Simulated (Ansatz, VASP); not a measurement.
**Two plane-wave programs on Ti**

```
CELL_PARAMETERS angstrom
0.02030 2.04015 2.04015
2.04015 0.02030 2.04015
2.04015 2.04015 0.02030
ATOMIC_POSITIONS crystal
Ti 0.00000 0.00000 0.00000
```

Change from the starting cell: equal xy, yz and zx shear strains of +1 %, PAW files.

Alike in both runs: task electric field gradients; functional LDA; k mesh 15 × 15 × 15; occupations fermi-dirac, width 0.05 eV; no spin polarisation.

|  | VASP | Ansatz |
| --- | --- | --- |
| version | VASP 6.6.1 | Ansatz 0.2.0 |
| potentials or method | VASP PAW LDA potentials, release 64 (Ti_sv) | PAW with Ansatz's default frozen-core files, scalar-relativistic |
| plane-wave cutoff (eV) | 520 | 420 |
| valence electrons in the cell | 12 | 12 |

```csv
,VASP,Ansatz,Ansatz less VASP
pressure (GPa),-4.9,-4.8,+0.12
largest component of the traceless stress (GPa),0.48,0.49,+0.006
Vzz of the field gradient on the site that differs most (V/Å²),-4.6,-4.6,-0.06
```
